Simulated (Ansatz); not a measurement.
# Fe (Fm-3m) in Ansatz: a series of runs

The runs below take Fe through single point, Wannier functions, with LDA+D3(BJ)-ATM+U.

Everything below comes from runs of Ansatz 0.2.0. Logs are shortened: lines on timing, memory, paths and dates and some standing lists are left out, and cuts for length are marked.

## Step 1: The cell of the first run

The structure is cubic, space group Fm-3m (No. 225). Conventional cell: a = 3.751 Å, b = 3.751 Å, c = 3.751 Å, α = 90.00°, β = 90.00°, γ = 90.00°. Fe (site symmetry m-3m) has 12 Fe at 2.65 Å as nearest neighbours.

This isn't the form of Fe at room conditions, which is bcc.

## Step 2: Single point, LDA+D3(BJ)-ATM+U, collinear spin, ferromagnetic start, 13.19 Å³/atom (volume scaled by 1.08)

input.yaml

```yaml
crystal:
  lattice:
    - [0.0, 1.875271372, 1.875271372]
    - [1.875271372, 0.0, 1.875271372]
    - [1.875271372, 1.875271372, 0.0]
  atoms:
    - { symbol: Fe, position: [0.0, 0.0, 0.0], spin: 3.0 }
hamiltonian:
  xc: lda
  pseudopotentials: { kind: paw }
  dispersion: d3bjatm
  hubbard: { sites: [{ species: Fe, l: d, u_eff: 3.0 }], double_counting: amf }
magnetization:
  spin_polarized: true
kpoints:
  mp_grid: { grid: [12, 12, 12] }
scf:
  occupations: { method: fermi_dirac, width: 0.05 }
output:
  forces: true
  stress: true
  eigenvalues: true
```

Potentials or basis: Ansatz PAW.

Started as:

```sh
$ ansatz run input.yaml --threads 1 --pin off --max-ram 2560MiB --backend cpu --events-out ev --progress --plain --runs-dir out
```

Output:

```text
Warning: the engine holds no damping parameters fitted to this dispersion correction and functional, so the run takes those fitted to pbe (hamiltonian.dispersion, under Limitations)
Warning: RAYON_NUM_THREADS=1 ignored (pool sized by the plan → 1); use --threads N
Fe: projections on atomic orbitals take those of the free atom [Ne] 3s2 3p6 3d6 4s2, of charge +0.00 (hamiltonian.pseudopotentials.projection_atoms); the dataset's partial waves leave at most 1.1e-6 of an orbital's norm unspanned inside its sphere
Engine: ansatz 0.2.0, aarch64-unknown-linux-gnu
Pseudopotentials: kind: paw
Pseudopotential: Fe, paw, valence charge 16, recommended cutoff 420 eV (normal), Fe.paw.azcp
Functional definition: SPW92
  exchange = slater_x
  correlation = pw_c
Crystal: 1 atoms, lattice volume = 13.189 Å³
Basis set: ecut = 420 eV, 259 PW (Γ)
Bands: 14, of which v1, the nominal top of the filled ones, is band 8 counted from 1 (7 counted from 0)
Symmetry: 48 space group operations
Space group: Fm-3m (ITA 225), of the structure as read, at distance tolerance 2.4e-5 Å
Magnetic group: BNS 225.116 (UNI 1618), of the structure as read, at distance tolerance 2.4e-5 Å
k-points: 72 of 1728
Non-local potential: Fe, projectors of the file, l = 0: 3, l = 1: 2, l = 2: 3, l = 3: 1
PAW form: soft (Blöchl's): semilocal exchange-correlation on the pseudo side does not see the compensation charge
PAW frozen core: Fe, regenerated for the run's functional, and the local potential with it (the file was generated under x = pbe(κ = 0.804, μ = 0.2195149727645171), c = pbe(β = 0.06672455060314922))
PAW one-centre angular grid: Fe, 590 points (default); XC on 64 Gauss nodes
Initial density: superposition of atomic densities (chi_scale 0.1, normalization cell)
Starting moments: Σ|m| = 3 μB on 1 of 1 site
Initial wavefunctions: pseudopotential atomic-orbital guess
Functional: x = slater, c = lda
iter 1 solved again at ethr=1.23e-3 eV; its pass at ethr=3.10e-3 eV (dr2=1.96e-1 eV) is discarded
SCF iter   1: F=—  HF=-4419.688689 eV  |F-HF|=—  |Δ(HF+E_count)|=         —  Δρ=3.41e-2 (↑3.41e-2 ↓3.21e-2)  dr2=1.97e-1  dr2_m=4.89e-2  M=2.700 μB ∫|m|=2.719 μB  β_m=0.30  ethr=1.23e-3  ⟨swp⟩=1.0  Hψ=12657  notcnv=0
preconditioner: auto → none  [metal: Δε(μ)=0.017 eV  Ē_g=13.284 eV  σ=0.050 eV  W_gap=0.09  n_scr=0 (ndim 8)  ℏωp=28.9 eV  f_vac=0.000  D(μ)=1.15/eV (n_scr^D=14)]
SCF iter   2: F=—  HF=-4419.730178 eV  |F-HF|=—  |Δ(HF+E_count)|=   4.15e-2  Δρ=1.78e-2 (↑1.26e-2 ↓1.78e-2)  dr2=5.67e-3  dr2_m=2.41e-2  M=2.697 μB ∫|m|=2.726 μB  β_m=0.30  ethr=1.23e-3  ⟨swp⟩=2.5  Hψ=3245  notcnv=0
SCF iter   3: F=—  HF=-4419.765556 eV  |F-HF|=—  |Δ(HF+E_count)|=   3.54e-2  Δρ=1.46e-2 (↑9.93e-3 ↓1.46e-2)  dr2=7.70e-3  dr2_m=1.37e-2  M=2.690 μB ∫|m|=2.728 μB  β_m=0.30  ethr=3.54e-5  ⟨swp⟩=2.2  Hψ=4112  notcnv=0  defer=29
SCF iter   4: F=—  HF=-4419.783719 eV  |F-HF|=—  |Δ(HF+E_count)|=   1.82e-2  Δρ=8.94e-3 (↑8.94e-3 ↓7.98e-3)  dr2=7.63e-4  dr2_m=8.36e-3  M=2.684 μB ∫|m|=2.730 μB  β_m=0.30  ethr=3.54e-5  ⟨swp⟩=2.0  Hψ=3661  notcnv=0  defer=43
SCF iter   5: F=—  HF=-4419.797458 eV  |F-HF|=—  |Δ(HF+E_count)|=   1.37e-2  Δρ=6.55e-3 (↑6.15e-3 ↓6.55e-3)  dr2=9.74e-5  dr2_m=4.81e-3  M=2.680 μB ∫|m|=2.731 μB  β_m=0.30  ethr=4.77e-6  ⟨swp⟩=1.9  Hψ=2767  notcnv=0  defer=43
Mixer restart at iter 5: flushing history
spin-set hold released at iteration 5 (site moments contracting): the magnetisation degrees of freedom join the quasi-Newton model from the next iteration; the mixer history was flushed
SCF iter   6: F=—  HF=-4419.805401 eV  |F-HF|=—  |Δ(HF+E_count)|=   7.94e-3  Δρ=5.18e-3 (↑4.51e-3 ↓5.18e-3)  dr2=4.93e-5  dr2_m=2.79e-3  M=2.677 μB ∫|m|=2.732 μB  β_m=0.65  ethr=6.09e-7  ⟨swp⟩=2.5  Hψ=3121  notcnv=0  defer=43
SCF iter   7: F=—  HF=-4419.816182 eV  |F-HF|=—  |Δ(HF+E_count)|=   1.08e-2  Δρ=1.09e-3 (↑1.09e-3 ↓1.01e-3)  dr2=1.85e-4  dr2_m=4.74e-5  M=2.666 μB ∫|m|=2.736 μB  β_m=0.81  ethr=3.08e-7  ⟨swp⟩=2.0  Hψ=3823  notcnv=0  defer=44
SCF iter   8: F=—  HF=-4419.816534 eV  |F-HF|=—  |Δ(HF+E_count)|=   3.53e-4  Δρ=2.01e-3 (↑2.01e-3 ↓1.44e-3)  dr2=9.98e-4  dr2_m=1.62e-5  M=2.664 μB ∫|m|=2.734 μB  β_m=0.60  ethr=3.08e-7  ⟨swp⟩=2.0  Hψ=3675  notcnv=0  defer=46  recentre
SCF iter   9: F=—  HF=-4419.816311 eV  |F-HF|=—  |Δ(HF+E_count)|=   2.23e-4  Δρ=2.43e-4 (↑8.88e-5 ↓2.43e-4)  dr2=4.16e-6  dr2_m=1.71e-6  M=2.664 μB ∫|m|=2.735 μB  β_m=0.80  ethr=3.08e-7  ⟨swp⟩=2.0  Hψ=3402  notcnv=0  defer=46
SCF iter  10: F=—  HF=-4419.816319 eV  |F-HF|=—  |Δ(HF+E_count)|=   7.72e-6  Δρ=8.17e-5 (↑8.17e-5 ↓5.87e-5)  dr2=7.42e-8  dr2_m=5.75e-7  M=2.664 μB ∫|m|=2.734 μB  β_m=0.90  ethr=6.25e-10  ⟨swp⟩=5.2  Hψ=9762  notcnv=0
iter 11 met the thresholds in force, and the SCF goes on: an eigenvalue changes by 1.25 meV, over its tolerance of 0.50 meV (output.eigenvalues, Limitations)
SCF iter  11: F=-4419.816319 eV  HF=-4419.816319 eV  |F-HF|=5.51e-8  |Δ(HF+E_count)|=   3.28e-7  Δρ=1.55e-5 (↑1.55e-5 ↓9.41e-6)  dr2=4.64e-8  dr2_m=2.73e-9  M=2.663 μB ∫|m|=2.734 μB  β_m=0.92  ethr=4.64e-10  ⟨swp⟩=4.8  Hψ=7566  notcnv=0
SCF iter  12: F=-4419.816319 eV  HF=-4419.816319 eV  |F-HF|=8.11e-10  |Δ(HF+E_count)|=   1.13e-8  Δρ=2.15e-6 (↑2.15e-6 ↓1.28e-6)  dr2=8.27e-10  dr2_m=6.32e-11  M=2.663 μB ∫|m|=2.734 μB  ethr=2.90e-10  ⟨swp⟩=1.9  Hψ=6019  notcnv=0
[... 50 lines left out ...]
SCF iter   2: F=-4420.024602 eV  HF=-4420.024602 eV  |F-HF|=2.73e-12  |Δ(HF+E_count)|=  9.09e-12  Δρ=5.19e-7 (↑5.19e-7 ↓4.55e-7)  dr2=2.74e-11  dr2_m=1.42e-11  M=0.005 μB ∫|m|=0.815 μB  ethr=1.00e-12  ⟨swp⟩=2.7  Hψ=12343  notcnv=0
SCF 5 converged in 2 iterations: F = -4420.024602 eV  dr2 = 2.74e-11
iter 1 solved again at ethr=1.00e-12 eV; its pass at ethr=6.25e-6 eV (dr2=2.78e-11 eV) is discarded
SCF iter   1: F=—  HF=-4420.024602 eV  |F-HF|=—  |Δ(HF+E_count)|=         —  Δρ=5.24e-7 (↑5.24e-7 ↓4.55e-7)  dr2=2.78e-11  dr2_m=1.42e-11  M=0.005 μB ∫|m|=0.815 μB  ethr=1.00e-12  ⟨swp⟩=1.0  Hψ=36228  notcnv=0
SCF iter   2: F=—  HF=-4419.825771 eV  |F-HF|=—  |Δ(HF+E_count)|=   1.99e-1  Δρ=1.60e-2 (↑1.60e-2 ↓9.21e-3)  dr2=5.08e-2  dr2_m=2.85e-3  M=2.680 μB ∫|m|=2.754 μB  ethr=6.25e-6  ⟨swp⟩=1.0  Hψ=36651  notcnv=0
SCF iter   3: F=—  HF=-4419.816332 eV  |F-HF|=—  |Δ(HF+E_count)|=   9.44e-3  Δρ=3.62e-3 (↑1.32e-3 ↓3.62e-3)  dr2=1.04e-3  dr2_m=6.27e-4  M=2.649 μB ∫|m|=2.718 μB  ethr=6.25e-6  ⟨swp⟩=1.0  Hψ=17084  notcnv=0
an SCF towards Hund's moment on open shells that bore less, with 36 of the crystal's symmetry operations given up (189 k-points in place of 72), reached no lower state that the run goes on to. This is no proof of a minimum
iter 1 solved again at ethr=1.00e-12 eV; its pass at ethr=6.25e-6 eV (dr2=2.78e-11 eV) is discarded
SCF iter   1: F=—  HF=-4420.024602 eV  |F-HF|=—  |Δ(HF+E_count)|=         —  Δρ=5.24e-7 (↑5.24e-7 ↓4.55e-7)  dr2=2.78e-11  dr2_m=1.42e-11  M=0.005 μB ∫|m|=0.815 μB  ethr=1.00e-12  ⟨swp⟩=1.0  Hψ=36228  notcnv=0
SCF iter   2: F=—  HF=-4419.824880 eV  |F-HF|=—  |Δ(HF+E_count)|=   2.00e-1  Δρ=1.59e-2 (↑1.39e-2 ↓1.59e-2)  dr2=7.23e-2  dr2_m=1.87e-3  M=2.672 μB ∫|m|=2.740 μB  ethr=6.25e-6  ⟨swp⟩=1.0  Hψ=36904  notcnv=0
SCF iter   3: F=—  HF=-4419.818513 eV  |F-HF|=—  |Δ(HF+E_count)|=   6.37e-3  Δρ=6.74e-3 (↑5.21e-3 ↓6.74e-3)  dr2=9.91e-3  dr2_m=3.14e-4  M=2.677 μB ∫|m|=2.750 μB  ethr=6.25e-6  ⟨swp⟩=1.0  Hψ=18176  notcnv=0
an SCF towards Hund's moment on open shells that bore less, with 36 of the crystal's symmetry operations given up (189 k-points in place of 72), reached no lower state that the run goes on to. This is no proof of a minimum
Symmetry: 16 space group operations
k-points: 163 of 1728
iter 1 solved again at ethr=4.48e-10 eV; its pass at ethr=6.25e-6 eV (dr2=7.17e-8 eV) is discarded
SCF iter   1: F=—  HF=-4419.816319 eV  |F-HF|=—  |Δ(HF+E_count)|=         —  Δρ=2.15e-6 (↑2.15e-6 ↓1.28e-6)  dr2=8.28e-10  dr2_m=6.32e-11  M=2.663 μB ∫|m|=2.734 μB  ethr=4.48e-10  ⟨swp⟩=1.1  Hψ=45643  notcnv=0
SCF iter   2: F=—  HF=-4419.816869 eV  |F-HF|=—  |Δ(HF+E_count)|=   5.50e-4  Δρ=3.76e-4 (↑3.76e-4 ↓1.45e-4)  dr2=8.18e-6  dr2_m=5.40e-6  M=2.635 μB ∫|m|=2.705 μB  ethr=6.25e-6  ⟨swp⟩=1.0  Hψ=26301  notcnv=0
SCF iter   3: F=—  HF=-4419.816880 eV  |F-HF|=—  |Δ(HF+E_count)|=   1.09e-5  Δρ=3.99e-5 (↑3.99e-5 ↓3.54e-5)  dr2=3.74e-7  dr2_m=3.21e-9  M=2.631 μB ∫|m|=2.701 μB  ethr=1.15e-7  ⟨swp⟩=1.1  Hψ=11422  notcnv=0
SCF iter   4: F=-4419.816880 eV  HF=-4419.816880 eV  |F-HF|=7.69e-9  |Δ(HF+E_count)|=   7.57e-8  Δρ=8.08e-6 (↑8.08e-6 ↓2.68e-6)  dr2=7.07e-9  dr2_m=1.13e-9  M=2.631 μB ∫|m|=2.701 μB  ethr=6.25e-10  ⟨swp⟩=1.3  Hψ=11593  notcnv=0
SCF 6 converged in 4 iterations: F = -4419.816880 eV  dr2 = 7.07e-9
SCF converged after 2 iterations
Magnetization: 0.0050 μB (8.0025 up, 7.9975 down)
Absolute magnetization: 1.2712 μB (∫|ρ↑−ρ↓|, with the PAW one-centre terms)
Spin contamination: 1.2200 ħ² per cell (⟨S²⟩ above its minimum at these occupations)
Per-site moments (μB) at R_I (Å): [(-0.022843242878512797, 1.0939641105576157)]
Free energy (F): -4420.024602 eV
Harris-Foulkes:  -4420.024602 eV  (|F-HF|=2.73e-12)
Internal energy: -4420.020820 eV  (E = F + TS)
E sigma→0 (E₀):  -4420.022711 eV
Entropy (-TS):   -0.003783 eV (-3.783 meV/atom)
Fermi energy:    15.079109 eV
--- Per-component energies (eV) ---
  E_band       = -263.380562
  E_kinetic    = 346.619035
  E_local      = -2247.164526  (includes V_loc(G=0)·N_el)
  E_nonlocal   = 223.582243
  E_hartree    = 931.534881
  E_xc         = -115.354643
  E_vxc        = -149.252010  (∫ρ·V_xc dr)
  E_hubbard    = -1.177260  (on-site DFT+U / exact-exchange correction)
  E_vhub       = -2.354521  (the Hubbard potential's part of the band-sum identity)
  E_paw        = -1305.011562  (= ΣΔE_a)
  E_vpaw       = -297.881117  (= ΣTr[D̂ρ^β])
  E_aug_tail   = 0.000750  (compensation charges beyond the density's cutoff)
  E_ewald      = -2253.169820
  E_disp       = -0.281452  (pairwise vdW)
  E_core_change = 0.401536  (= ΣΔE_core)
  E_smearing   = -0.003783  (= −TS)
  E_closure    = -0.000000  (closes the sum)
  Σ components = -4420.024602   (vs F -4420.024602, Δ=0.00e0)
DFT+U double counting: amf (around mean field; hamiltonian.hubbard.double_counting)
--- Forces (eV/Å), atoms counted from 1 ---
  atom   1  Fe     0.00000000     0.00000000    -0.00000000
  max |Σ_I F_I| component: 6.31e-30 eV/Å
--- Stress (GPa, compression-positive) ---
      -34.874614      -0.000013       0.000013
       -0.000013     -34.874614      -0.000013
        0.000013      -0.000013     -34.874614
  P = ⅓ Tr σ = -34.8746 GPa (-348.746 kbar)
--- Band table (eV; the first three rows and the last of 378) ---
  k-point 0 ↑: bands = ["-71.0077", "-37.3094", "-37.3094", "-37.3094", "7.3521", "13.6820", "13.6820", "14.7344", "14.7344", "14.7344", "35.7400", "39.3253", "39.3253", "39.3253"]
  k-point 1 ↑: bands = ["-71.0050", "-37.3269", "-37.3119", "-37.3119", "7.5956", "13.6505", "13.6505", "14.6541", "14.8021", "14.8022", "35.0979", "37.3060", "38.9788", "38.9788"]
  k-point 2 ↑: bands = ["-70.9974", "-37.3747", "-37.3185", "-37.3185", "8.3036", "13.5428", "13.5428", "14.4553", "15.0180", "15.0180", "32.0489", "36.4938", "38.3775", "38.3775"]
  k-point 188 ↓: bands = ["-71.0155", "-37.5632", "-37.5000", "-37.4354", "11.7490", "12.4204", "14.0427", "14.4453", "16.4382", "20.3073", "21.5137", "27.7800", "28.1606", "39.2373"]
Occupation matrices written to <dir>
```

It took 2 min on 1 thread of Arm Neoverse V2, shared host; peak memory 0.77 GiB.

Results:

| Item | Value |
| --- | --- |
| Free energy | -4420.0246 eV |
| Pressure | -34.9 GPa |
| Band gap on the k mesh | none (metal or under the smearing width) |
| Net moment | 0.00 μB per cell |
| Absolute moment | 1.27 μB per cell |
| Site moments | Fe -0.02 μB |

Caveat: the magnetic or orbital state may not be the lowest; pairwise dispersion overbinds metals, which lowers pressure and volume; the PAW data sets come from PBE, with cores solved anew for the run's functional, which leaves a small shift of forces and pressure; the U is typed as a test and isn't derived for this compound; the dispersion damping was fitted for another functional or another form of the correction; the starting moments weren't kept.

[end of part 1 of 2]
